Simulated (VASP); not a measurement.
Wanted: the native input for a VASP 6.6.1 run.

```yaml
Task: relaxation of cell and atoms
Functional: PBE
Dispersion: D3(BJ)
Potentials_or_basis: VASP PAW PBE potentials, release 64 (Hf_pv, S)
Cutoff: 520 eV
k_mesh: 3 × 3 × 2
Occupations: gaussian, width 0.02 eV
Spin: no spin polarisation
Further_INCAR_settings: ALGO = Normal; EDIFF = 1e-07; IBRION = 2; EDIFFG = -0.002; NSW = 80; ISIF = 3
```

The structure of HfS2 lies in POSCAR:

```
HfS2
1.0
    3.6396641800      0.0000000000      0.0000000000
   -1.8198320900      3.1520416400      0.0000000000
    0.0000000000      0.0000000000      6.0555624700
Hf S
1 2
Direct
    0.0000000000      0.0000000000      0.0000000000
    0.6666666700      0.3333333300      0.7639520500
    0.3333333300      0.6666666700      0.2360479500
```

The cell is a database's computed one.

One way to write it, as run:

INCAR

```
SYSTEM = HfS2
ALGO = Normal
EDIFF = 1E-7
EDIFFG = -0.002
ENCUT = 520
GGA = PE
IBRION = 2
ISIF = 3
ISMEAR = 0
IVDW = 12
LASPH = .True.
LCHARG = .False.
LREAL = .False.
LWAVE = .False.
NELM = 60
NSW = 80
PREC = Accurate
SIGMA = 0.02
```

KPOINTS

```
k-points
0
Gamma
  3 3 2
  0 0 0
```

Potentials or basis: VASP PAW PBE potentials, release 64 (Hf_pv, S).

Launch:

```console
$ cat potpaw_PBE.64/Hf_pv/POTCAR potpaw_PBE.64/S/POTCAR > POTCAR
$ mpirun -np 1 vasp_std > vasp.out
```

It gave:

```json
{
 "Relaxed volume": "22.06 Å³/atom",
 "Relaxed cell": "a = 3.645 Å, b = 3.645 Å, c = 5.752 Å, α = 90.00°, β = 90.00°, γ = 120.00°",
 "Space group after relaxing (to 0.05 Å)": "P-3m1 (No. 164)",
 "Energy gained by relaxing": "5.9 meV/atom",
 "Ionic steps": "14",
 "Pressure after relaxing": "0.0 GPa",
 "Band gap on the k mesh": "1.13 eV, indirect (least direct gap 1.75 eV)",
 "Dispersion energy per atom": "-0.334 eV"
}
```

Caveat: the k mesh is coarse (spacing up to 0.66 Å⁻¹), so the values aren't converged; spin-orbit coupling is left out, which moves the levels of the heavy elements; an odd mesh through Γ misses points on the zone boundary, where band edges often lie.

It took 53 s on 1 thread of Intel(R) Xeon(R) Platinum 8488C (Sapphire Rapids), on a shared host, peak memory 0.2 GiB.
